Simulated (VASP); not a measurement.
La:

```
CELL_PARAMETERS angstrom
3.79631 0.00000 0.00000
-1.89816 3.28770 0.00000
0.00000 0.00000 12.04126
ATOMIC_POSITIONS crystal
La 0.00000 0.00000 0.00000
La 0.00000 0.00000 0.50000
La 0.33333 0.66667 0.25000
La 0.66667 0.33333 0.75000
```

| Item | Value |
| --- | --- |
| Program | VASP 6.6.1 |
| Task | relaxation of cell and atoms |
| Functional | PBEsol |
| Potentials or basis | VASP PAW PBE potentials, release 64 (La) |
| Cutoff | 600 eV |
| k mesh | 6 × 6 × 2 |
| Occupations | gaussian, width 0.1 eV |
| Spin | no spin polarisation |

At the start: pressure -2.2 GPa; volume 37.57 Å³/atom.

Question: Where does the relaxation end?

Answer: Over 7 steps the energy falls by 23.7 meV/atom and the volume is 34.36 Å³/atom (-8.5 %); space group P6_3/mmc (No. 194, to 0.05 Å).

The path:
| step | energy change (eV) | largest force (eV/Å) | pressure (GPa) | volume (Å³) |
| --- | --- | --- | --- | --- |
| 1 | 0.0000 | 0.0000 | -2.18 | 150.29 |
| 2 | -0.0921 | 0.0000 | -0.39 | 139.45 |
| 3 | -0.0947 | 0.0000 | -0.01 | 137.50 |
| 4 | -0.0947 | 0.0000 | -0.07 | 137.26 |
| 5 | -0.0944 | 0.0000 | 0.14 | 136.76 |
| 6 | -0.0948 | 0.0000 | 0.01 | 137.39 |
| 7 | -0.0948 | 0.0000 | 0.00 | 137.45 |

Final structure:
```
La
1.0
     3.67064    0.00000    0.00000
    -1.83532    3.17887    0.00000
     0.00000    0.00000   11.77951
La
4
Direct
  0.00000 0.00000 0.00000
  0.00000 0.00000 0.50000
  0.33333 0.66667 0.25000
  0.66667 0.33333 0.75000
```

Caveat: the PAW data sets were made with another functional, which shifts forces and pressure a little.
